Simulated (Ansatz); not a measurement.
# Bi under changes of volume

One of the cells (34.327 Å³/atom); the others are scaled copies at fixed shape and fractional positions:

```
CELL_PARAMETERS angstrom
4.65841 0.00000 0.00000
0.00000 4.52639 0.00000
-0.34597 0.00000 6.51195
ATOMIC_POSITIONS crystal
Bi 0.25137 0.25000 0.74873
Bi 0.74863 0.75000 0.25127
Bi 0.24989 0.25000 0.24888
Bi 0.75011 0.75000 0.75112
```

```yaml
Program: Ansatz 0.2.0
Functional: PBE
Potentials_or_basis: Ansatz PAW
Cutoff: "420 eV (not typed: the program's choice for these potentials)"
k_mesh: 6 × 6 × 4
Occupations: fermi-dirac, width 0.05 eV
Spin: no spin polarisation
```

```csv
volume (Å³/atom),energy over the lowest point (meV/atom),pressure (GPa),largest force (eV/Å)
32.268,?,?,?
32.954,21.85,3.5,0.008
33.641,9.78,2.2,0.005
34.327,2.67,1.1,0.003
35.014,0.00,0.2,0.002
35.700,1.31,-0.7,0.004
36.387,6.17,-1.5,0.007
```

Problem. What does the run at 32.268 Å³/atom give?

Solution. Energy over the lowest point 39.47 meV/atom; pressure 4.8 GPa; largest force 0.012 eV/Å.

Worked out: A Birch-Murnaghan fit of order 3 (a polynomial in V^(-2/3)) to the other rows has its minimum at 35.12 Å³/atom with B0 = V·E''(V) = 47 GPa and B' = 4.6 at fixed shape and positions, which overstates the stiffness. It gives 39.45 meV/atom at 32.268 Å³/atom, against the run's 39.47, and -dE/dV = 4.8 GPa, against 4.8.

Energies are extrapolated to zero smearing.
